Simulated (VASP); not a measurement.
The system is SnS2.

```xyz
3
Lattice="3.6390 0.0000 0.0000 -1.8195 3.1515 0.0000 0.0000 0.0000 5.8680" Properties=species:S:1:pos:R:3 pbc="T T T"
Sn    0.0000    0.0000    0.0000
S     0.0000    2.1010    1.4670
S     1.8195    1.0505    4.4010
```

| Property | Result |
| --- | --- |
| Program | VASP 6.6.1 |
| Task | relaxation of cell and atoms |
| Functional | PBE |
| Dispersion | D3(BJ) |
| Potentials or basis | VASP PAW PBE potentials, release 64 (Sn_d, S) |
| Cutoff | 600 eV |
| k mesh | 9 × 9 × 5 |
| Occupations | gaussian, width 0.03 eV |
| Spin | no spin polarisation |

At the start: pressure 1.7 GPa; volume 22.43 Å³/atom.

Question: How do energy, volume and symmetry change on relaxing?

Answer: Over 14 steps the energy falls by 3.1 meV/atom and the volume is 22.57 Å³/atom (+0.6 %); space group P-3m1 (No. 164, to 0.05 Å).

Step by step:
| step | energy change (eV) | largest force (eV/Å) | pressure (GPa) | volume (Å³) |
| --- | --- | --- | --- | --- |
| 1 | 0.0000 | 0.2533 | 1.72 | 67.30 |
| 2 | -0.0012 | 0.1919 | -1.55 | 69.66 |
| 3 | -0.0080 | 0.0160 | -0.06 | 68.51 |
| 4 | -0.0080 | 0.0202 | 0.00 | 68.48 |
| 5 | -0.0082 | 0.0292 | 0.00 | 68.45 |
| 6 | -0.0085 | 0.0517 | -0.04 | 68.37 |
| 7 | -0.0087 | 0.0381 | -0.07 | 68.31 |
| 8 | -0.0091 | 0.0001 | -0.17 | 68.12 |
| 9 | -0.0092 | 0.0182 | -0.23 | 68.02 |
| 10 | -0.0093 | 0.0098 | -0.08 | 67.86 |
| 11 | -0.0093 | 0.0081 | -0.09 | 67.82 |
| 12 | -0.0094 | 0.0046 | -0.03 | 67.75 |
| 13 | -0.0094 | 0.0027 | 0.08 | 67.62 |
| 14 | -0.0094 | 0.0018 | -0.01 | 67.70 |

Final structure:
```
CELL_PARAMETERS angstrom
3.66721 0.00000 0.00000
-1.83361 3.17590 0.00000
0.00000 0.00000 5.81303
ATOMIC_POSITIONS crystal
Sn 0.00000 0.00000 0.00000
S 0.33333 0.66667 0.25437
S 0.66667 0.33333 0.74563
```
